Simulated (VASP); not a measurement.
Runs of VASP 6.6.1 on Al2O3. All rows change the cell; the cell of one of them follows. Symmetry: P-6m2, No. 187, hexagonal system. The conventional cell has a = 2.798 Å, b = 2.798 Å, c = 9.197 Å, α = 90.00°, β = 90.00°, γ = 120.00°. Al (site symmetry 3m) is surrounded by 3 O at 1.75 Å. O (site symmetry 3m) is surrounded by 3 Al at 1.75 Å. O (site symmetry -6m2) is surrounded by 6 Al at 2.12 Å. Measurements of this composition are mostly on another form, of space group No. 167.

| cell | gap on the mesh (eV) | pressure (GPa) | largest force (eV/Å) |
| --- | --- | --- | --- |
| strain -0.030 along x and y, -0.015 along z, atoms carried along | 5.55 | 10.4 | (b) |
| strain -0.030 along x and y, -0.030 along z, atoms carried along | 5.54 | 12.4 | 1.06 |
| strain +0.030 along x and y, -0.030 along z, atoms carried along | 3.92 | (c) | 0.81 |
| strain +0.000 along x and y, +0.030 along z, atoms carried along | 4.73 | -5.3 | (a) |

Alike in all rows: task single point; level PBEsol; potentials or basis VASP PAW PBE potentials, release 64 (Al, O); no spin polarisation; k mesh 9 × 9 × 4; cutoff (eV) 520; smearing gaussian 0.05 eV.

Estimate the missing entries.

(a) 0.52; (b) 0.83; (c) -8.9.

Caveats: the PAW data sets were made with another functional, which shifts forces and pressure a little; an odd mesh through Γ misses points on the zone boundary, where band edges often lie.
